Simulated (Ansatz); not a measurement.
Crystal: In.

```
In
1.0
     3.33548    0.00000    0.00000
    -1.66774    2.88861    0.00000
     0.00000    0.00000    5.50914
In
2
Direct
  0.66667 0.33333 0.75000
  0.33333 0.66667 0.25000
```

This isn't the form of In at room conditions, which is tetragonal.

Program: Ansatz 0.2.0. Alike in all runs: task projected density of states; potentials or basis Ansatz PAW; no spin polarisation; cell as given; k mesh 5 × 5 × 3; smearing fermi-dirac 0.05 eV; the mesh is coarse, so values aren't converged. Hardware: 2 threads of Arm Neoverse V2 (shared host).

Q: Order these runs on this cell by their wall time, lowest first.
A. level PBE0; cutoff (eV) 420
B. level r2SCAN; cutoff (eV) 500
C. level PBEsol; cutoff (eV) 420

A: C (1 s), B (2.5 s), A (11 s).

Caveats: all runs use coarse meshes; the density of states is complete only up to the lowest level of the last band computed.
